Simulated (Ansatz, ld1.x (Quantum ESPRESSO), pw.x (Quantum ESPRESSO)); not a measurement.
**Equation-of-state test of one TM potential (S)**

```
Element                 : sulfur (S)
Generator               : ld1.x (Quantum ESPRESSO) 7.5
Type                    : norm-conserving Troullier–Martins (Kleinman–Bylander form)
Functional              : PBE
Relativity              : scalar-relativistic
Frozen core             : [Ne]
Valence charge          : 6
Reference configuration : 3s2 3p4
Partial waves           : 3s (bound): rc 1.35 bohr; 3p (bound): rc 1.60 bohr; 3d channel at 0.25 Ry: rc 1.75 bohr
Local potential         : all-electron potential smoothed inside 1.30 bohr (lloc = -2)
Core correction         : none
```

Atomic tests: cutoffs needed: 35 Ry and 60 Ry (the cutoffs (Ry, on a coarse ladder) from which the occupation-weighted sum of valence levels, in a spherical-Bessel basis at the reference potential, stays within 10 and 1 mRy of its value at 400 Ry); ghost test: no extra level below or beside the all-electron valence levels (s, p, d, f tested) (spherical-Bessel basis up to 400 Ry, 20 bohr box); largest excitation error: +212 meV (all-electron minus pseudo) for 3s2 3p0, out of 7 test configurations.

Crystal test: sc S in pw.x 7.5, no spin, 13³ k-points, Fermi–Dirac smearing 0.01 Ry, cutoffs 75/300 Ry. The reference is all-electron LAPW (Ansatz 0.2.0) with the same functional, mesh and smearing; V0 and B0 come from Birch–Murnaghan fits to the pressures at five volumes. Errors are pseudo minus all-electron; Δ is the rms difference of the E(V) curves that follow from these fits, minima aligned, over ±6 % about the mean V0. Mesh and smearing are coarse, so the numbers serve the comparison and aren't converged zero-temperature values; the lattice is a test structure that the element need not adopt.

```
V (Å³/atom)  P all-electron (GPa)  P pseudo (GPa)
     16.550                  3.92            3.53
     16.985                  1.46            1.10
     17.421                 -0.69           -1.03
     17.857                 -2.58           -2.89
     18.292                 -4.24           -4.53
```

All-electron: a0 = 2.585 Å (V0 = 17.27 Å³/atom), B0 = 83.6 GPa.

Pseudopotential: mean pressure error (GPa): -0.33; a0 (Å): 2.582; a0 error (%): -0.14; B0 error (%): +0.5; Δ (meV/atom): 1.3.

Task: At the middle volume, how do free energy and pressure move when the wave cutoff is lowered (ecutrho kept at four times it)?

Result:

```json
{"cutoff (Ry)": "34", "shift of F (meV/atom)": "+138.2", "shift of P (GPa)": "-0.95"}
{"cutoff (Ry)": "45", "shift of F (meV/atom)": "+63.1", "shift of P (GPa)": "-1.76"}
{"cutoff (Ry)": "60", "shift of F (meV/atom)": "+6.2", "shift of P (GPa)": "-0.50"}
```

The run at the middle volume (84 k-points, 6 iterations) took about 8.4 s on one core of a shared host (Neoverse-V2, 96 threads, 742 GiB, load 83).
